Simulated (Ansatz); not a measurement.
## Au in Ansatz: convergence with scf exx energy threshold

The system is Au.

```
CELL_PARAMETERS angstrom
0.00000 2.03500 2.03500
2.03500 0.00000 2.03500
2.03500 2.03500 0.00000
ATOMIC_POSITIONS crystal
Au 0.00000 0.00000 0.00000
```

* Program: Ansatz 0.2.0
* Task: convergence study
* Functional: HSE06
* Potentials or basis: Ansatz PAW
* Cutoff: 420 eV (not typed: the program's choice for these potentials)
* k mesh: 6 × 6 × 6
* Occupations: fermi-dirac, width 0.05 eV
* Spin: no spin polarisation

These are the settings of the first run; the series varies scf exx energy threshold, with any setting tied to it.

Hardware: 2 threads of Intel(R) Xeon(R) 6975P-C (Granite Rapids), on a shared host.

| scf exx energy threshold | energy less the tightest run, at zero smearing (meV/atom) | SCF cycles | CPU time (s) | peak memory (GiB) |
| --- | --- | --- | --- | --- |
| 0.01 | 0.00 | 12 | 9.6 | 0.57 |
| 0.001 | 0.00 | 12 | 8.7 | 0.57 |
| 0.0001 | 0.00 | 12 | 8.5 | 0.56 |
| 1e-05 | 0.00 | 12 | 9.7 | 0.57 |
| 1e-06 | 0.00 | 14 | 8.7 | 0.56 |
| 1e-07 | 0.00 | 17 | 11 | 0.56 |

Against the tightest run, the energy stays within 1 meV/atom from 0.01 on. The tightest run that finished is the yardstick and may itself not be fully converged.

Caveat, for the tightest run too: the k mesh is coarse (spacing up to 0.45 Å⁻¹), so the values aren't converged, least of all with exact exchange. Spin-orbit coupling is left out, which matters for the levels of Au.
